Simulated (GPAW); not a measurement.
The system is Re.

```
CELL_PARAMETERS angstrom
2.76080 0.00000 0.00000
-1.38040 2.39092 0.00000
0.00000 0.00000 4.45820
ATOMIC_POSITIONS crystal
Re 0.66667 0.33333 0.75000
Re 0.33333 0.66667 0.25000
```

| Property | Result |
| --- | --- |
| Program | GPAW 26.7.0 |
| Task | relaxation of cell and atoms |
| Functional | SCAN |
| Dispersion | D3(BJ) |
| Potentials or basis | GPAW PAW data sets (gpaw-data 1.2.1) |
| Cutoff | 600 eV |
| Basis | pw |
| k mesh | 8 × 8 × 4 |
| Occupations | fermi-dirac, width 0.05 eV |
| Spin | no spin polarisation |

At the start: pressure -10.9 GPa; volume 14.71 Å³/atom.

Task: Where does the relaxation end?

Result: Over 7 steps the energy falls by 16.1 meV/atom and the volume is 14.30 Å³/atom (-2.8 %); space group P6_3/mmc (No. 194, to 0.05 Å).

Step by step:
| step | energy change (eV) | largest force (eV/Å) | pressure (GPa) | volume (Å³) |
| --- | --- | --- | --- | --- |
| 1 | 0.0000 | 0.0001 | -10.93 | 29.43 |
| 2 | -0.0235 | 0.0001 | -5.41 | 28.99 |
| 3 | -0.0289 | 0.0000 | 3.43 | 28.35 |
| 4 | -0.0297 | 0.0000 | 2.97 | 28.38 |
| 5 | -0.0308 | 0.0000 | 2.10 | 28.44 |
| 6 | -0.0318 | 0.0001 | 0.97 | 28.52 |
| 7 | -0.0323 | 0.0000 | -0.28 | 28.61 |

Final structure:
```cif
data_structure
_symmetry_space_group_name_H-M 'P 1'
_symmetry_Int_Tables_number 1
_cell_length_a 2.7284
_cell_length_b 2.7284
_cell_length_c 4.4377
_cell_angle_alpha 90.000
_cell_angle_beta 90.000
_cell_angle_gamma 120.000
_cell_volume 28.61
loop_
_atom_site_label
_atom_site_type_symbol
_atom_site_fract_x
_atom_site_fract_y
_atom_site_fract_z
_atom_site_occupancy
Re1 Re 0.66667 0.33333 0.75000 1
Re2 Re 0.33333 0.66667 0.25000 1
```

Caveat: later steps reuse the first step's grids; the PAW data sets were made with another functional, which shifts forces and pressure a little; pairwise dispersion overbinds metals, which lowers pressure and volume.
